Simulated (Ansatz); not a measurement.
# Sc: energy against volume and a worked fit

Space group Fm-3m (No. 225). a = 4.520 Å, b = 4.520 Å, c = 4.520 Å, α = 90.00°, β = 90.00°, γ = 90.00°
| atom | site | symmetry | x | y | z |
| --- | --- | --- | --- | --- | --- |
| Sc | 4a | m-3m | 0.0000 | 0.0000 | 0.0000 |

This isn't the form of Sc at room conditions, which is hcp.

The cell was scaled at fixed shape and fractions and run with Ansatz, PseudoDojo PBEsol stringent, cutoff 1061 eV; PBEsol, k mesh 10 × 10 × 10 on the cell of 1 atom, tetrahedron occupations, no spin polarisation, no spin-orbit coupling. Energies are those that the program minimises, any entropy of the smearing included. For a metal such a mesh isn't converged to the digits shown.

```csv
V (Å³/atom),energy over the lowest row (meV/atom)
21.7012,27.75
22.1629,15.18
22.6246,?
23.0864,1.72
23.5481,0.00
24.0098,1.24
24.4715,5.25
```

Q: Fit the third-order Birch-Murnaghan form, give V0, B0 and B′, and predict the energy left open.

A: With y = (V0/V)^(2/3), E = E0 + (9 V0 B0/16) [(y - 1)³ B′ + (y - 1)² (6 - 4y)]. Least squares through the rows shown give V0 = 23.5732 Å³/atom, E0 = -0.01 meV, B0 = 52.18 GPa (1 eV/Å³ = 160.218 GPa) and B′ = 3.95, with a largest miss of 0.04 meV. At V = 22.6246 the form with these constants gives 6.64 meV; the run gave 6.54 meV an atom.
